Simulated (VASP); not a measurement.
CoO, 2 atoms in the cell. It takes space group Fm-3m (No. 225, cubic). The conventional cell has a = 4.263 Å, b = 4.263 Å, c = 4.263 Å, α = 90.00°, β = 90.00°, γ = 90.00°. Around Co (site symmetry m-3m) lie 6 O at 2.13 Å. O (site symmetry m-3m) has 6 Co at 2.13 Å as nearest neighbours. 

- Program: VASP 6.6.1
- Task: relaxation of cell and atoms
- Functional: LDA
- Potentials or basis: VASP PAW LDA potentials, release 64 (Co, O)
- Cutoff: 600 eV
- k mesh: 8 × 8 × 8
- Occupations: fermi-dirac, width 0.05 eV
- Spin: collinear spin, ferromagnetic start
- Starting moments: [2.0, 0.0] μB
- Target pressure: 5 GPa
- Further INCAR settings: ALGO = Normal; EDIFF = 1e-07; IBRION = 2; EDIFFG = -0.01; NSW = 40; ISIF = 3
- Target pressure: 5 GPa

Potentials or basis: VASP PAW LDA potentials, release 64 (Co, O).

The run is started by

```console
$ cat potpaw_LDA.64/Co/POTCAR potpaw_LDA.64/O/POTCAR > POTCAR
$ mpirun -np 1 vasp_std > vasp.out
```

Hardware: 1 thread of AMD EPYC 7571, with other jobs on the host.

Question: How long does it take, and how much memory?

Answer: Wall time 2.5 min on 1 thread of AMD EPYC 7571, on a shared host, peak memory 0.12 GiB. Counts: scf iterations 62, k points 29, ion steps 6.
